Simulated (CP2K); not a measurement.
# AgCl (Chlorargyrite) (Fm-3m) in CP2K: reference runs

How does AgCl (Chlorargyrite) come out in PBE? The cell is run as given and disturbed, and energy against volume gives the equilibrium volume and stiffness.

Program: CP2K 2026.2. These are calculated values, not measurements. Logs are shortened: lines on timing, memory, paths and dates and some standing lists are left out, and cuts for length are marked.

**The experiment to reproduce.**

From a printed reference work, data compilation, for a bulk crystal of AgCl: band gap 3.249 eV (indirect).

The results are compared with them further down.

### Step 1. The crystal as given

The structure is cubic, space group Fm-3m (No. 225). Conventional cell: a = 5.470 Å, b = 5.470 Å, c = 5.470 Å, α = 90.00°, β = 90.00°, γ = 90.00°. Around Ag (site symmetry m-3m) lie 6 Cl at 2.74 Å. Around Cl (site symmetry m-3m) lie 6 Ag at 2.74 Å.

### Step 2. Single point, PBE

File agcl_scf.inp:

```
&GLOBAL
  PROJECT agcl_scf
  RUN_TYPE ENERGY_FORCE
  PRINT_LEVEL LOW
&END GLOBAL
&FORCE_EVAL
  METHOD QS
  STRESS_TENSOR ANALYTICAL
  &DFT
    BASIS_SET_FILE_NAME BASIS_MOLOPT_UZH
    POTENTIAL_FILE_NAME POTENTIAL_UZH
    &MGRID
      CUTOFF 450
      REL_CUTOFF 60
      NGRIDS 5
    &END MGRID
    &QS
      METHOD GPW
      EPS_DEFAULT 1.0E-10
    &END QS
    &KPOINTS
      SCHEME MONKHORST-PACK 8 8 8
      GAMMA_CENTERED T
      SYMMETRY T
      SYMMETRY_BACKEND SPGLIB
    &END KPOINTS
    &SCF
      SCF_GUESS ATOMIC
      EPS_SCF 1.0E-6
      MAX_SCF 100
      ADDED_MOS 13
      CHOLESKY OFF
      EPS_EIGVAL 1.0E-7
      &DIAGONALIZATION ON
        ALGORITHM STANDARD
      &END DIAGONALIZATION
      &MIXING ON
        METHOD BROYDEN_MIXING
        ALPHA 0.4
        BETA 1.5
        NBUFFER 8
      &END MIXING
      &SMEAR ON
        METHOD FERMI_DIRAC
        ELECTRONIC_TEMPERATURE 580.23
      &END SMEAR
    &END SCF
    &XC
      &XC_FUNCTIONAL
        &GGA_X_PBE
        &END GGA_X_PBE
        &GGA_C_PBE
        &END GGA_C_PBE
      &END XC_FUNCTIONAL
    &END XC
    &PRINT
      &KPOINTS ON
      &END KPOINTS
      &MULLIKEN ON
      &END MULLIKEN
      &MO ON
        ENERGIES T
        OCCUPATION_NUMBERS T
        &EACH
          QS_SCF 0
        &END EACH
        ADD_LAST NUMERIC
      &END MO
      &LOWDIN ON
      &END LOWDIN
      &HIRSHFELD ON
        SHAPE_FUNCTION DENSITY
      &END HIRSHFELD
    &END PRINT
  &END DFT
  &SUBSYS
    &CELL
      ABC 3.8678740931 3.8678740931 3.8678740931
      ALPHA_BETA_GAMMA 60.0000000010 60.0000000008 60.0000000009
      PERIODIC XYZ
    &END CELL
    &COORD
      Ag  0.0000000000 0.0000000000 0.0000000000
      Cl  3.8678740931 2.2331181489 1.5790529863
    &END COORD
    &KIND Ag
      BASIS_SET TZVP-MOLOPT-PBE-GTH-q11
      POTENTIAL GTH-PBE-q11
    &END KIND
    &KIND Cl
      BASIS_SET TZVP-MOLOPT-PBE-GTH-q7
      POTENTIAL GTH-PBE-q7
    &END KIND
    &PRINT
      &ATOMIC_COORDINATES ON
      &END ATOMIC_COORDINATES
      &CELL ON
      &END CELL
    &END PRINT
  &END SUBSYS
  &PRINT
    &FORCES ON
    &END FORCES
    &STRESS_TENSOR ON
    &END STRESS_TENSOR
  &END PRINT
&END FORCE_EVAL
```

Potentials or basis: POTENTIAL_UZH Ag GTH-PBE-q11, Cl GTH-PBE-q7; TZVP-MOLOPT-PBE-GTH basis.

On the command line:

```
$ OMP_NUM_THREADS=1 cp2k.psmp -i agcl_scf.inp -o agcl_scf.out
```

agcl_scf.out:

```text

 CP2K| version string:                                       CP2K version 2026.2
 CP2K| Input file name                                              agcl_scf.inp

 GLOBAL| Force Environment number                                              1
 GLOBAL| Basis set file name                                    BASIS_MOLOPT_UZH
 GLOBAL| Potential file name                                       POTENTIAL_UZH
 GLOBAL| MM Potential file name                                     MM_POTENTIAL
 GLOBAL| Coordinate file name                                      __STD_INPUT__
 GLOBAL| Method name                                                        CP2K
 GLOBAL| Project name                                                   agcl_scf
 GLOBAL| Run type                                                   ENERGY_FORCE
 GLOBAL| FFT library                                                       FFTW3
[... 6 lines left out ...]
 GLOBAL| Total number of message passing processes                             1
 GLOBAL| Number of threads for this process                                    1
 GLOBAL| CPU model name                                                  UNKNOWN

 CELL| Volume [angstrom^3]:                                            40.916831
 CELL| Vector a [angstrom]:       3.868     0.000     0.000   |a| =     3.867874
 CELL| Vector b [angstrom]:       1.934     3.350     0.000   |b| =     3.867874
 CELL| Vector c [angstrom]:       1.934     1.117     3.158   |c| =     3.867874
 CELL| Angle (b,c), alpha [degree]:                                    60.000000
 CELL| Angle (a,c), beta  [degree]:                                    60.000000
 CELL| Angle (a,b), gamma [degree]:                                    60.000000
 CELL| Numerically orthorhombic:                                              NO
 CELL| Periodicity                                                           XYZ

 CELL_REF| Volume [angstrom^3]:                                        40.916831
 CELL_REF| Vector a [angstrom     3.868     0.000     0.000   |a| =     3.867874
 CELL_REF| Vector b [angstrom     1.934     3.350     0.000   |b| =     3.867874
 CELL_REF| Vector c [angstrom     1.934     1.117     3.158   |c| =     3.867874
 CELL_REF| Angle (b,c), alpha [degree]:                                60.000000
 CELL_REF| Angle (a,c), beta  [degree]:                                60.000000
 CELL_REF| Angle (a,b), gamma [degree]:                                60.000000
 CELL_REF| Numerically orthorhombic:                                          NO
 CELL_REF| Periodicity                                                       XYZ
[... 10 lines left out ...]

  Total number of            - Atomic kinds:                                   2
                             - Atoms:                                          2
                             - Shell sets:                                     2
                             - Shells:                                        17
                             - Primitive Cartesian functions:                  9
                             - Cartesian basis functions:                     58
                             - Spherical basis functions:                     51

  Maximum angular momentum of- Orbital basis functions:                        3
                             - Local part of the GTH pseudopotential:          0
                             - Non-local part of the GTH pseudopotential:      4

 MODULE QUICKSTEP: ATOMIC COORDINATES IN ANGSTROM

   Atom Kind Element         X             Y             Z       Z(eff)     Mass
      1    1 Ag   47      0.000000      0.000000      0.000000  11.0000 107.8682
      2    2 Cl   17      3.867874      2.233118      1.579053   7.0000  35.4530

 SCF PARAMETERS         Density guess:                                    ATOMIC
[... 9 lines left out ...]
                        --------------------------------------------------------
                        level_shift [a.u.]:                             0.000000
                        added MOs                                        13    0
                        --------------------------------------------------------
                        Mixing method:                            BROYDEN_MIXING
                                                charge density mixing in g-space
                        --------------------------------------------------------
                        Smear method:                                FERMI_DIRAC
                        Electronic temperature [K]:                        580.2
                        Electronic temperature [a.u.]:                  1.84E-03
                        Accuracy threshold:                             1.00E-10
                        --------------------------------------------------------
                        No outer SCF

 *******************************************************************************
                                    Kpoints
 *******************************************************************************
 BRILLOUIN| K-point scheme                                        Monkhorst-Pack
[... 59 lines left out ...]
     7 Broy./Diag. 0.40E+00    3.0     0.00007391       -52.1263216531  5.79E-03
     8 Broy./Diag. 0.40E+00    3.0     0.00006898       -52.1266734060 -3.52E-04
     9 Broy./Diag. 0.40E+00    3.0     0.00000758       -52.1269894103 -3.16E-04
    10 Broy./Diag. 0.40E+00    3.0     0.00000282       -52.1269658647  2.35E-05
    11 Broy./Diag. 0.40E+00    3.0     0.00000303       -52.1269357773  3.01E-05
    12 Broy./Diag. 0.40E+00    3.0     0.00000042       -52.1269266064  9.17E-06

  *** SCF run converged in    12 steps ***

  Electronic density on regular grids:        -17.9999999987        0.0000000013
  Core density on regular grids:               17.9999999977       -0.0000000023
  Total charge density on r-space grids:       -0.0000000009
  Total charge density g-space grids:          -0.0000000009

  Overlap energy of the core charge distribution:               0.00000000001940
  Self energy of the core charge distribution:                -93.31189355616037
  Core Hamiltonian energy:                                     28.22999977054187
  Hartree energy:                                              21.74731770301576
  Exchange-correlation energy:                                 -8.79235042440803
  Electronic entropic energy:                                  -0.00000009936930
  Fermi energy:                                                 0.17112858325865

  Total energy:                                               -52.12692660635918
  Total energy (extrapolated to T->0):                        -52.12692655667453

 MO| EIGENVALUES AND OCCUPATION NUMBERS FOR K POINT 1
 MO|
 MO|  Index      Eigenvalue [a.u.]        Eigenvalue [eV]             Occupation
 MO|      1              -0.401260             -10.918852               2.000000
 MO|      2              -0.042674              -1.161213               2.000000
 MO|      3              -0.005974              -0.162548               2.000000
 MO|      4              -0.005974              -0.162548               2.000000
 MO|      5               0.069828               1.900125               2.000000
 MO|      6               0.069828               1.900126               2.000000
[... 98 lines left out ...]
 MO|     21               1.072244              29.177250               0.000000
 MO|     22               1.072245              29.177275               0.000000
 MO| Sum:                                                              18.000000
 MO| E(Fermi):            0.171129 a.u.          4.656646 eV
 MO| Band gap:            0.164590 a.u.          4.478715 eV

 MO| EIGENVALUES AND OCCUPATION NUMBERS FOR K POINT 5
 MO|
 MO|  Index      Eigenvalue [a.u.]        Eigenvalue [eV]             Occupation
 MO|      1              -0.397700             -10.821969               2.000000
 MO|      2              -0.021633              -0.588672               2.000000
 MO|      3               0.011878               0.323225               2.000000
 MO|      4               0.018303               0.498049               2.000000
 MO|      5               0.053235               1.448609               2.000000
 MO|      6               0.074913               2.038499               2.000000
[... 14 lines left out ...]
 MO|     21               1.112283              30.266752               0.000000
 MO|     22               1.155502              31.442801               0.000000
 MO| Sum:                                                              18.000000
 MO| E(Fermi):            0.171129 a.u.          4.656646 eV
 MO| Band gap:            0.165882 a.u.          4.513873 eV

 MO| EIGENVALUES AND OCCUPATION NUMBERS FOR K POINT 6
 MO|
 MO|  Index      Eigenvalue [a.u.]        Eigenvalue [eV]             Occupation
 MO|      1              -0.396613             -10.792378               2.000000
 MO|      2              -0.014142              -0.384819               2.000000
 MO|      3              -0.013718              -0.373297               2.000000
 MO|      4               0.003251               0.088453               2.000000
 MO|      5               0.062484               1.700272               2.000000
 MO|      6               0.074490               2.026984               2.000000
[... 238 lines left out ...]
 MO|     21               1.065009              28.980377               0.000000
 MO|     22               1.108987              30.177074               0.000000
 MO| Sum:                                                              18.000000
 MO| E(Fermi):            0.171129 a.u.          4.656646 eV

 [... the levels of further k-points ...]

 !-----------------------------------------------------------------------------!
                     Mulliken Population Analysis

 #  Atom  Element  Kind  Atomic population                           Net charge
       1     Ag       1         10.458171                              0.541829
       2     Cl       2          7.541829                             -0.541829
 # Total charge                             18.000000                 -0.000000

 !-----------------------------------------------------------------------------!

 !-----------------------------------------------------------------------------!
                           Hirshfeld Charges

  #Atom  Element  Kind  Ref Charge     Population                    Net charge
      1       Ag     1      11.000         10.824                         0.176
      2       Cl     2       7.000          7.176                        -0.176

  Total Charge                                                           -0.000
 !-----------------------------------------------------------------------------!

 LOWDIN POPULATION ANALYSIS

 #  Atom  Element  Kind  Atomic population                           Net charge
       1     Ag       1         12.128370                             -1.128370
       2     Cl       2          5.871630                              1.128370
 # Total charge                             18.000000                 -0.000000

 ENERGY| Total FORCE_EVAL ( QS ) energy [hartree]            -52.126925659748821

 FORCES| Atomic forces [hartree/bohr]
 FORCES|   Atom     x               y               z               |f|
 FORCES|      1 -2.62875622E-12 -3.05221280E-12 -2.33288240E-12   4.65496537E-12
 FORCES|      2  2.60767125E-12  3.00324099E-12  2.29350670E-12   4.59125024E-12
 FORCES| Sum    -2.10849700E-14 -4.89718147E-14 -3.93757049E-14
 FORCES| Total atomic force                                       6.62816772E-14

 STRESS| Analytical stress tensor [bar]
 STRESS|                        x                   y                   z
 STRESS|      x        3.94078549267E+04  -1.65362476790E-02  -2.54044307061E-02
 STRESS|      y       -1.65362476790E-02   3.94079058981E+04  -1.12087308646E-01
 STRESS|      z       -2.54044307061E-02  -1.12087308646E-01   3.94076746095E+04
 STRESS| 1/3 Trace                                             3.94078118114E+04
 STRESS| Determinant                                           6.11993714433E+13

 STRESS| Eigenvectors and eigenvalues of the analytical stress tensor [bar]
 STRESS|                        1                   2                   3
 STRESS| Eigenvalues   3.94076253456E+04   3.94078584282E+04   3.94079516605E+04
 STRESS|      x           0.128584742248      0.989791809365     -0.061466561440
 STRESS|      y           0.374455719059      0.008933809789      0.927201758792
 STRESS|      z           0.918285837049     -0.142240504628     -0.369484452066
```

Wall time 45 s (1 thread of Arm Neoverse V1, shared host); peak memory 0.34 GiB.

Results:

* Free energy: -1418.4458 eV
* Pressure: 3.9 GPa
* Band gap on the k mesh: 0.88 eV, indirect (least direct gap 3.30 eV)
* Mulliken charges: Ag +0.54; Cl -0.54 e
* Hirshfeld charges: Ag +0.18; Cl -0.18 e

Caveat: Mulliken charges move with the basis; the basis of atomic orbitals isn't converged, which shifts pressures, moduli and gaps.

### Step 3. Single point, PBE (atoms moved at random, drawn with an rms of 0.05 Å)

Edit agcl_scf.inp of step 2 so:

```diff
@@ -14,3 +14,3 @@
       REL_CUTOFF 60
-      NGRIDS 5
+      NGRIDS 4
     &END MGRID
@@ -44,3 +44,3 @@
         METHOD FERMI_DIRAC
-        ELECTRONIC_TEMPERATURE 580.23
+        ELECTRONIC_TEMPERATURE [K] 580.226
       &END SMEAR
@@ -77,4 +77,5 @@
     &CELL
-      ABC 3.8678740931 3.8678740931 3.8678740931
-      ALPHA_BETA_GAMMA 60.0000000010 60.0000000008 60.0000000009
+      A 3.8678740931 0.0000000000 0.0000000000
+      B 1.9339370465 3.3496772233 0.0000000000
+      C 1.9339370465 1.1165590744 3.1581059725
       PERIODIC XYZ
@@ -82,4 +83,5 @@
     &COORD
-      Ag  0.0000000000 0.0000000000 0.0000000000
-      Cl  3.8678740931 2.2331181489 1.5790529863
+      SCALED
+      Ag  -0.0171980000 0.0112950000 -0.0044850000
+      Cl  0.4962840000 0.5090750000 0.5035600000
     &END COORD
@@ -98,2 +100,4 @@
       &END CELL
+      &SYMMETRY ON
+      &END SYMMETRY
     &END PRINT
```

Potentials or basis: POTENTIAL_UZH Ag GTH-PBE-q11, Cl GTH-PBE-q7; TZVP-MOLOPT-PBE-GTH basis.

On the command line:

```
$ OMP_NUM_THREADS=1 cp2k.psmp -i agcl_scf.inp -o agcl_scf.out
```

It took 63 s on 1 thread of Arm Neoverse V1, shared host; peak memory 0.38 GiB.

Results (log left out):

```
Free energy            : -1418.4421 eV
Pressure               : 4.0 GPa
Largest force          : 0.108 eV/Å
Band gap on the k mesh : 0.88 eV, indirect (least direct gap 3.17 eV)
Mulliken charges       : Ag +0.54; Cl -0.54 e
Hirshfeld charges      : Ag +0.18; Cl -0.18 e
```

Forces on the atoms (eV/Å):
```
Ag   0.100  0.001  0.041
Cl  -0.100 -0.001 -0.041
```

Stress tensor (GPa, compression positive):
```
 4.03 -0.06  0.05
-0.06  4.01 -0.08
 0.05 -0.08  4.05
```

Levels at points of the mesh, in eV from the valence-band top:
| k point | band 7 | band 8 | band 9 | band 10 | band 11 | band 12 |
| --- | --- | --- | --- | --- | --- | --- |
| (0.00, 0.00, 0.00) | -2.39 | -2.36 | -2.29 | 0.88 | 12.78 | 12.83 |
| (0.00, 0.00, 0.50) | -1.86 | -0.02 | -0.01 | 4.36 | 6.75 | 7.92 |
| (0.00, 0.50, 0.00) | -1.86 | -0.02 | -0.01 | 4.37 | 6.75 | 7.92 |
| (0.00, 0.50, 0.50) | -2.05 | -2.05 | -1.96 | 2.30 | 8.38 | 9.03 |
| (0.50, 0.00, 0.00) | -1.85 | -0.02 | 0.00 | 4.36 | 6.75 | 7.92 |
| (0.50, 0.00, 0.50) | -2.05 | -2.05 | -1.96 | 2.30 | 8.39 | 9.04 |
| (0.50, 0.50, 0.00) | -2.05 | -2.05 | -1.96 | 2.30 | 8.38 | 9.03 |
| (0.50, 0.50, 0.50) | -1.85 | -0.01 | 0.00 | 4.35 | 6.75 | 7.91 |

Caveat: Mulliken charges move with the basis; the basis of atomic orbitals isn't converged, which shifts pressures, moduli and gaps.

### Step 4. Single point, PBE, 20.46 Å³/atom

File agcl_eos.inp:

```
&GLOBAL
  PROJECT agcl_eos
  RUN_TYPE ENERGY_FORCE
  PRINT_LEVEL LOW
&END GLOBAL
&FORCE_EVAL
  METHOD QS
  STRESS_TENSOR ANALYTICAL
  &DFT
    BASIS_SET_FILE_NAME BASIS_MOLOPT_UZH
    POTENTIAL_FILE_NAME POTENTIAL_UZH
    &MGRID
      CUTOFF 450
      REL_CUTOFF 60
      NGRIDS 5
    &END MGRID
    &QS
      METHOD GPW
      EPS_DEFAULT 1.0E-10
    &END QS
    &KPOINTS
      SCHEME MONKHORST-PACK 8 8 8
      GAMMA_CENTERED T
      SYMMETRY T
      SYMMETRY_BACKEND SPGLIB
    &END KPOINTS
    &SCF
      SCF_GUESS ATOMIC
      EPS_SCF 1.0E-6
      MAX_SCF 100
      ADDED_MOS 13
      CHOLESKY OFF
      EPS_EIGVAL 1.0E-7
      &DIAGONALIZATION ON
        ALGORITHM STANDARD
      &END DIAGONALIZATION
      &MIXING ON
        METHOD BROYDEN_MIXING
        ALPHA 0.4
        BETA 1.5
        NBUFFER 8
      &END MIXING
      &SMEAR ON
        METHOD FERMI_DIRAC
        ELECTRONIC_TEMPERATURE 580.23
      &END SMEAR
    &END SCF
    &XC
      &XC_FUNCTIONAL PBE
      &END XC_FUNCTIONAL
    &END XC
    &PRINT
      &KPOINTS ON
      &END KPOINTS
      &MULLIKEN ON
      &END MULLIKEN
      &MO ON
        ENERGIES T
        OCCUPATION_NUMBERS T
        &EACH
          QS_SCF 0
        &END EACH
        ADD_LAST NUMERIC
      &END MO
    &END PRINT
  &END DFT
  &SUBSYS
    &CELL
      A 3.8678740931 0.0000000000 0.0000000000
      B 1.9339370465 3.3496772233 0.0000000000
      C 1.9339370465 1.1165590744 3.1581059725
      PERIODIC XYZ
    &END CELL
    &COORD
      SCALED
      Ag  0.0000000000 0.0000000000 0.0000000000
      Cl  0.5000000000 0.5000000000 0.5000000000
    &END COORD
    &KIND Ag
      BASIS_SET TZVP-MOLOPT-PBE-GTH-q11
      POTENTIAL GTH-PBE-q11
    &END KIND
    &KIND Cl
      BASIS_SET TZVP-MOLOPT-PBE-GTH-q7
      POTENTIAL GTH-PBE-q7
    &END KIND
    &PRINT
      &ATOMIC_COORDINATES ON
      &END ATOMIC_COORDINATES
      &CELL ON
      &END CELL
    &END PRINT
  &END SUBSYS
  &PRINT
    &FORCES ON
    &END FORCES
    &STRESS_TENSOR ON
    &END STRESS_TENSOR
  &END PRINT
&END FORCE_EVAL
```

On the command line:

```
$ OMP_NUM_THREADS=1 cp2k.psmp -i agcl_eos.inp -o agcl_eos.out
```

It took 45 s on 1 thread of Arm Neoverse V1, shared host; peak memory 0.34 GiB.

Results (log left out):

| Item | Value |
| --- | --- |
| Free energy | -1418.4459 eV |
| Pressure | 3.9 GPa |
| Band gap on the k mesh | 0.88 eV, indirect (least direct gap 3.30 eV) |
| Mulliken charges | Ag +0.54; Cl -0.54 e |

Caveat: Mulliken charges move with the basis; the basis of atomic orbitals isn't converged, which shifts pressures, moduli and gaps.

(Part 1 of 2 ends here.)
